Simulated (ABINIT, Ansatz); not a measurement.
# Converging GW for BN (Qingsongite) in ABINIT

What does each rung of G0W0 on BN (Qingsongite) cost, and what does it buy?

Program: ABINIT 10.8.3. Level of theory: PBE and many-body steps on it, plane waves. Results are calculated unless marked as measured.

**1. Starting point**

The structure is cubic, space group F-43m (No. 216). The conventional cell has a = 3.615 Å, b = 3.615 Å, c = 3.615 Å, α = 90.00°, β = 90.00°, γ = 90.00°. B has 4 N at 1.57 Å nearest. Nearest to N lie 4 B at 1.57 Å. Farther neighbours and most contacts between anions are not listed.

The cell and positions come from the Crystallography Open Database and are kept as given unless a step says otherwise.

**2. Empty states on the mesh, 8×8×8 mesh, 226 bands**

This step: ABINIT 10.8.3; DFT, PBE, plane waves, norm-conserving pseudopotentials.

The sums over transitions need many empty states on a uniform mesh; this step solves for them.

run.abi

```
acell 3*1.0 Angstrom
rprim 
  -0.000000000000 1.807500000000 1.807500000000
  1.807500000000 0.000000000000 1.807500000000
  1.807500000000 1.807500000000 -0.000000000000
ntypat 2
znucl 5 7
natom 2
typat 1 2
xred 
  0.000000000000 0.000000000000 0.000000000000
  0.250000000000 0.250000000000 0.250000000000
pp_dirpath "pseudos"
pseudos "B.upf, N.upf"
ecut 36
ngkpt 8 8 8
nshiftk 1
shiftk 0 0 0
kptopt 1
chksymbreak 0
irdden 1
istwfk *1
nband 226
prtvol 0
optdriver 6
gwr_task "HDIAGO"
paral_kgb 0
occopt 1
indata_prefix "in"
outdata_prefix "out"
tmpdata_prefix "tmp"
```

Command:

```bash
> OMP_NUM_THREADS=1 mpirun -n 4 abinit run.abi > log
```

The log of the run:

```text
.Version 10.8.3 of ABINIT. v10.8.2 released Aug 2026.

 Symmetries : space group F-4 3 m (#216); Bravais cF (face-center cubic)
[... echo of the input left out ...]
== DATASET  1 ==================================================================
-   mpi_nproc: 4, omp_nthreads: 1 (-1 if OMP is not activated)

--- !DatasetInfo
iteration_state: {dtset: 1, }
dimensions: {natom: 2, nkpt: 29, mband: 226, nsppol: 1, nspinor: 1, nspden: 1, mpw: 869, }
cutoff_energies: {ecut:  36.0, pawecutdg:  -1.0, }
[...]
Indirect band gap semiconductor
 Fundamental gap:     4.535 (eV)
   VBM:     8.220 (eV) at k: [ 0.0000E+00,  0.0000E+00,  0.0000E+00]
   CBM:    12.755 (eV) at k: [ 5.0000E-01,  5.0000E-01,  0.0000E+00]
 Direct gap:         8.878 (eV) at k: [ 0.0000E+00,  0.0000E+00,  0.0000E+00]

== END DATASET(S) ==============================================================
================================================================================

 -outvars: echo values of variables after computation  --------
           etotal      0.0000000000E+00
            nband         226
             nkpt          29
          spgroup         216
 [... the other variables as echoed above ...]

 Calculation completed.
```

Run time: 7.7 s. Hardware: 4 MPI ranks of Arm Neoverse V2, shared host; peak memory 0.35 GiB; 30 s of CPU time.

This step gave:

```
gap                                                           : 4.535 eV
k of the valence top                                          : 0, 0, 0
k of the conduction bottom                                    : 0.5, 0.5, 0
least direct gap                                              : 8.878 eV
k points computed                                             : 29
lowest point of the top converged band, above the valence top : 374.1121 eV
```

On this mesh the gap is 4.535 eV.

The density comes from a self-consistent run that is not shown.

**3. Screening, 8×8×8 mesh, 30 bands, screening to 152.4 eV**

The RPA dielectric matrix is built and inverted for each q.

This step: RPA screening on PBE, plane waves, norm-conserving pseudopotentials.

Changes to run.abi since step 2:

```diff
@@ -20,10 +20,11 @@
 chksymbreak 0
-irdden 1
 istwfk *1
-nband 226
-prtvol 0
-optdriver 6
-gwr_task "HDIAGO"
-paral_kgb 0
 occopt 1
+irdwfk 1
+optdriver 3
+nband 30
+ecuteps 5.6
+inclvkb 2
+awtr 1
+symchi 1
 indata_prefix "in"
```

The log of the run:

```text
.Version 10.8.3 of ABINIT. v10.8.2 released Aug 2026.

 Symmetries : space group F-4 3 m (#216); Bravais cF (face-center cubic)
[... echo of the input left out ...]
== DATASET  1 ==================================================================
-   mpi_nproc: 4, omp_nthreads: 1 (-1 if OMP is not activated)

--- !DatasetInfo
iteration_state: {dtset: 1, }
dimensions: {natom: 2, nkpt: 29, mband: 30, nsppol: 1, nspinor: 1, nspden: 1, mpw: 869, }
cutoff_energies: {ecut:  36.0, pawecutdg:  -1.0, }
electrons: {nelect:   8.00000000E+00, charge:   0.00000000E+00, occopt:   1.00000000E+00, tsmear:   1.00000000E-02, }

 SCREENING: Calculation of the susceptibility and dielectric matrices

 Based on a program developped by R.W. Godby, V. Olevano, G. Onida, and L. Reining.
 Incorporated in ABINIT by V. Olevano, G.-M. Rignanese, and M. Torrent.
.Using double precision arithmetic ; gwpc =  8

[... cell and pseudopotentials left out ...]
--------------------------------------------------------------------------------

 ==== K-mesh for the wavefunctions ====
 Number of points in the irreducible wedge :    29
[... list of points left out ...]
 Together with 24 symmetry operations and time-reversal symmetry
 yields   512 points in the full Brillouin Zone.

 ==== Q-mesh for the screening function ====
 Number of points in the irreducible wedge :    29
[... list of points left out ...]
 Together with 24 symmetry operations and time-reversal symmetry
 yields   512 points in the full Brillouin Zone.

 setmesh: FFT mesh size selected  =    18x   18x   18
          total number of points  =         5832

 vcoul_init : cutoff-mode = AUXILIARY_FUNCTION
 q-points for optical limit:   1
     1)      0.000010    0.000020    0.000030

- screening: taking advantage of time-reversal symmetry
- Maximum band index for partially occupied states nbvw = 4
- Remaining bands to be divided among processors   nbcw = 26
- Number of bands treated by each node ~6

 Number of electrons calculated from density =    8.0000; Expected =    8.0000
 average of density, n =  0.100376
 r_s =    1.3348
 omega_plasma =   30.5612 [eV]

 calculating chi0 at frequencies [eV] :
  1    0.000000E+00    0.000000E+00
  2    0.000000E+00    3.056116E+01

--------------------------------------------------------------------------------
  q-point number  1        q = ( 0.000000, 0.000000, 0.000000) [r.l.u.]
--------------------------------------------------------------------------------
[... chi0 elements left out ...]
 For q-point:  0.000010 0.000020 0.000030
  dielectric constant =   4.3149
  dielectric constant without local fields =   4.6568

  Average fulfillment of the sum rule on Im[epsilon] for q-point    1 :     64.38  [%]
[... wings left out ...]
  q-point number  2        q = ( 0.125000, 0.000000, 0.000000) [r.l.u.]
--------------------------------------------------------------------------------
[... chi0 elements left out ...]
  Average fulfillment of the sum rule on Im[epsilon] for q-point    2 :     90.56  [%]

 [... 27 further q-points ...]
```

Elapsed: 19 s, on 4 MPI ranks; peak memory 0.42 GiB; 75 s of CPU time.

This step gave:

- ε∞ with local fields, on this mesh, along the program's q direction: 4.315
- the same without local fields: 4.657
- plasma frequency: 30.56 eV
- plane waves in the screening matrix: 59

Local fields lower ε∞ by 7 %.

**4. 30 bands, 152.4 eV**

The self-energy is evaluated for the states that the input lists, and the levels follow from it, in one-shot runs by the linearised quasiparticle equation.

This step: G0W0 on PBE, plane waves, norm-conserving pseudopotentials.

Changes to run.abi since step 3:

```diff
@@ -23,8 +23,17 @@
 irdwfk 1
-optdriver 3
+optdriver 4
 nband 30
+gwcalctyp 0
+ecutsigx 36
+symsigma 1
+nkptgw 2
+kptgw 
+  0.0000000000 0.0000000000 0.0000000000
+  0.5000000000 0.5000000000 0.0000000000
+bdgw 
+  2 7
+  3 6
 ecuteps 5.6
-inclvkb 2
-awtr 1
-symchi 1
+irdscr 1
+ppmodel 1
 indata_prefix "in"
```

The log of the run:

```text
.Version 10.8.3 of ABINIT. v10.8.2 released Aug 2026.

 Symmetries : space group F-4 3 m (#216); Bravais cF (face-center cubic)
[... echo of the input left out ...]
== DATASET  1 ==================================================================
-   mpi_nproc: 4, omp_nthreads: 1 (-1 if OMP is not activated)

--- !DatasetInfo
iteration_state: {dtset: 1, }
dimensions: {natom: 2, nkpt: 29, mband: 30, nsppol: 1, nspinor: 1, nspden: 1, mpw: 869, }
cutoff_energies: {ecut:  36.0, pawecutdg:  -1.0, }
electrons: {nelect:   8.00000000E+00, charge:   0.00000000E+00, occopt:   1.00000000E+00, tsmear:   1.00000000E-02, }

 SIGMA: Calculation of the GW corrections

 Based on a program developped by R.W. Godby, V. Olevano, G. Onida, and L. Reining.
 Incorporated in ABINIT by V. Olevano, G.-M. Rignanese, and M. Torrent.
.Using double precision arithmetic ; gwpc =  8

[... cell and pseudopotentials left out ...]
--------------------------------------------------------------------------------

 ==== K-mesh for the wavefunctions ====
 Number of points in the irreducible wedge :    29
[... list of points left out ...]
 Together with 24 symmetry operations and time-reversal symmetry
 yields   512 points in the full Brillouin Zone.

 ==== Q-mesh for screening function ====
 Number of points in the irreducible wedge :    29
[... list of points left out ...]
 Together with 24 symmetry operations and time-reversal symmetry
 yields   512 points in the full Brillouin Zone.

 vcoul_init : cutoff-mode = AUXILIARY_FUNCTION
 q-points for optical limit:   1
     1)      0.000010    0.000020    0.000030
 setmesh: FFT mesh size selected  =    25x   25x   25
          total number of points  =        15625

 Number of electrons calculated from density =    8.0000; Expected =    8.0000
 average of density, n =  0.100376
 r_s =    1.3348
 omega_plasma =   30.5612 [eV]

 === KS Band Gaps ===
  >>>> For spin  1
   Minimum direct gap =   8.8782 [eV], located at k-point      :   0.0000  0.0000  0.0000
   Fundamental gap    =   4.5349 [eV], Top of valence bands at :   0.0000  0.0000  0.0000
                                       Bottom of conduction at :   0.5000  0.5000  0.0000
 SIGMA fundamental parameters:
 PLASMON POLE MODEL  1
 number of plane-waves for SigmaX                  869
 number of plane-waves for SigmaC and W             59
 number of plane-waves for wavefunctions           869
 number of bands                                    30
 number of independent spin polarizations            1
 number of spinorial components                      1
 number of k-points in IBZ                          29
 number of q-points in IBZ                          29
 number of symmetry operations                      24
 number of k-points in BZ                          512
 number of q-points in BZ                          512
 number of frequencies for dSigma/dE                 9
 frequency step for dSigma/dE [eV]                0.25
 number of omega for Sigma on real axis              0
 max omega for Sigma on real axis  [eV]           0.00
 zcut for avoiding poles [eV]                     0.10

 EPSILON^-1 parameters (SCR file):
 dimension of the eps^-1 matrix on file             59
 dimension of the eps^-1 matrix used                59
 number of plane-waves for wavefunctions           869
 number of bands                                    30
 number of q-points in IBZ                          29
 number of frequencies                               2
 number of real frequencies                          1
 number of imag frequencies                          1

 matrix elements of self-energy operator (all in [eV])

 Perturbative Calculation

--- !SelfEnergy_ee
iteration_state: {dtset: 1, }
kpoint     : [   0.000,    0.000,    0.000, ]
spin       : 1
KS_gap     :    8.878
QP_gap     :   10.872
Delta_QP_KS:    1.993
data: !SigmaeeData |
     Band     E0 <VxcDFT>   SigX SigC(E0)      Z dSigC/dE  Sig(E)    E-E0       E
        2   8.220 -18.520 -22.080   2.951   0.831  -0.204 -19.026  -0.506   7.714
        3   8.220 -18.520 -22.080   2.951   0.831  -0.204 -19.026  -0.506   7.714
        4   8.220 -18.520 -22.080   2.951   0.831  -0.204 -19.026  -0.506   7.714
        5  17.099 -13.778  -7.152  -4.866   0.844  -0.184 -12.291   1.487  18.586
        6  17.099 -13.778  -7.152  -4.866   0.844  -0.184 -12.291   1.487  18.586
        7  17.099 -13.778  -7.152  -4.866   0.844  -0.184 -12.291   1.487  18.586

--- !SelfEnergy_ee
iteration_state: {dtset: 1, }
kpoint     : [   0.500,    0.500,    0.000, ]
spin       : 1
KS_gap     :    9.442
QP_gap     :   11.353
Delta_QP_KS:    1.911
data: !SigmaeeData |
     Band     E0 <VxcDFT>   SigX SigC(E0)      Z dSigC/dE  Sig(E)    E-E0       E
        3   3.313 -16.496 -21.657   3.858   0.821  -0.219 -17.565  -1.069   2.244
        4   3.313 -16.496 -21.657   3.858   0.821  -0.219 -17.565  -1.069   2.244
        5  12.755 -12.570  -7.394  -4.192   0.856  -0.168 -11.728   0.842  13.597
        6  17.562 -12.696  -6.779  -4.745   0.852  -0.173 -11.697   0.999  18.561

== END DATASET(S) ==============================================================
================================================================================

 -outvars: echo values of variables after computation  --------
           etotal      0.0000000000E+00
            nband          30
             nkpt          29
          spgroup         216
 [... the other variables as echoed above ...]

 Calculation completed.
```

Run time: 2.4 s. Hardware: 4 MPI ranks; peak memory 0.12 GiB.

Numbers from this step:

| Item | Value |
| --- | --- |
| G0W0 gap on the points computed | 5.883 eV |
| starting gap on the mesh | 4.535 eV |
| k of the valence top | 0, 0, 0 |
| k of the conduction bottom | 0.5, 0.5, 0 |
| Z at the valence top | 0.831 |
| Z at the conduction bottom | 0.856 |
| least direct G0W0 gap on the computed points | 10.87 eV |

The gap on the mesh goes from 4.53 eV to 5.88 eV, a correction of +1.35 eV.

**5. Screening, 8×8×8 mesh, 91 bands, screening to 283 eV**

This step: RPA screening on PBE, plane waves, norm-conserving pseudopotentials.

Changes to run.abi since step 4:

```diff
@@ -23,17 +23,8 @@
 irdwfk 1
-optdriver 4
-nband 30
-gwcalctyp 0
-ecutsigx 36
-symsigma 1
-nkptgw 2
-kptgw 
-  0.0000000000 0.0000000000 0.0000000000
-  0.5000000000 0.5000000000 0.0000000000
-bdgw 
-  2 7
-  3 6
-ecuteps 5.6
-irdscr 1
-ppmodel 1
+optdriver 3
+nband 91
+ecuteps 10.4
+inclvkb 2
+awtr 1
+symchi 1
 indata_prefix "in"
```

The log of the run:

```text
.Version 10.8.3 of ABINIT. v10.8.2 released Aug 2026.

 Symmetries : space group F-4 3 m (#216); Bravais cF (face-center cubic)
[... echo of the input left out ...]
== DATASET  1 ==================================================================
-   mpi_nproc: 4, omp_nthreads: 1 (-1 if OMP is not activated)

--- !DatasetInfo
iteration_state: {dtset: 1, }
dimensions: {natom: 2, nkpt: 29, mband: 91, nsppol: 1, nspinor: 1, nspden: 1, mpw: 869, }
cutoff_energies: {ecut:  36.0, pawecutdg:  -1.0, }
electrons: {nelect:   8.00000000E+00, charge:   0.00000000E+00, occopt:   1.00000000E+00, tsmear:   1.00000000E-02, }

 SCREENING: Calculation of the susceptibility and dielectric matrices

 Based on a program developped by R.W. Godby, V. Olevano, G. Onida, and L. Reining.
 Incorporated in ABINIT by V. Olevano, G.-M. Rignanese, and M. Torrent.
.Using double precision arithmetic ; gwpc =  8

[... cell and pseudopotentials left out ...]
--------------------------------------------------------------------------------

 ==== K-mesh for the wavefunctions ====
 Number of points in the irreducible wedge :    29
[... list of points left out ...]
 Together with 24 symmetry operations and time-reversal symmetry
 yields   512 points in the full Brillouin Zone.

 ==== Q-mesh for the screening function ====
 Number of points in the irreducible wedge :    29
[... list of points left out ...]
 Together with 24 symmetry operations and time-reversal symmetry
 yields   512 points in the full Brillouin Zone.

 setmesh: FFT mesh size selected  =    20x   20x   20
          total number of points  =         8000

 vcoul_init : cutoff-mode = AUXILIARY_FUNCTION
 q-points for optical limit:   1
     1)      0.000010    0.000020    0.000030

- screening: taking advantage of time-reversal symmetry
- Maximum band index for partially occupied states nbvw = 4
- Remaining bands to be divided among processors   nbcw = 87
- Number of bands treated by each node ~21

 Number of electrons calculated from density =    8.0000; Expected =    8.0000
 average of density, n =  0.100376
 r_s =    1.3348
 omega_plasma =   30.5612 [eV]

 calculating chi0 at frequencies [eV] :
  1    0.000000E+00    0.000000E+00
  2    0.000000E+00    3.056116E+01

--------------------------------------------------------------------------------
  q-point number  1        q = ( 0.000000, 0.000000, 0.000000) [r.l.u.]
--------------------------------------------------------------------------------
[... chi0 elements left out ...]
 For q-point:  0.000010 0.000020 0.000030
  dielectric constant =   4.3104
  dielectric constant without local fields =   4.6610

  Average fulfillment of the sum rule on Im[epsilon] for q-point    1 :     92.08  [%]
[... wings left out ...]
  q-point number  2        q = ( 0.125000, 0.000000, 0.000000) [r.l.u.]
--------------------------------------------------------------------------------
[... chi0 elements left out ...]
  Average fulfillment of the sum rule on Im[epsilon] for q-point    2 :     99.05  [%]

 [... 27 further q-points ...]
```

Wall time 60 s (4 MPI ranks); peak memory 0.77 GiB.

Numbers from this step:

```
ε∞ with local fields, on this mesh, along the program's q direction : 4.310
the same without local fields                                       : 4.661
plasma frequency                                                    : 30.56 eV
plane waves in the screening matrix                                 : 137
```

(Part 1 of 2 ends here.)

[Paths, hosts, dates, memory and timing lines, banners, echoed tables and standing remarks are left out of the program output.]

[Logs are printed without paths, hosts, clocks, repeated set-up lines and the standing remarks that a program may print on its own settings, such as how far it seeks lower states.]

[Runs of the session that timed out or met a known fault of the program may be left out.]

[Hosts, paths, dates, database ids (printed as entryN), source tags and the programs' standing remarks are cut or masked in the printed files.]

[G0W0 gaps are taken among the corrected bands and points alone; a level outside them can change the order at an edge.]

[Where Ansatz stands beside ABINIT at settings called matched, ABINIT's density can come from a denser mesh and the files from another edition; pairs whose starting gaps differed by over 0.03 eV were left out, so agreement reads better than it is.]
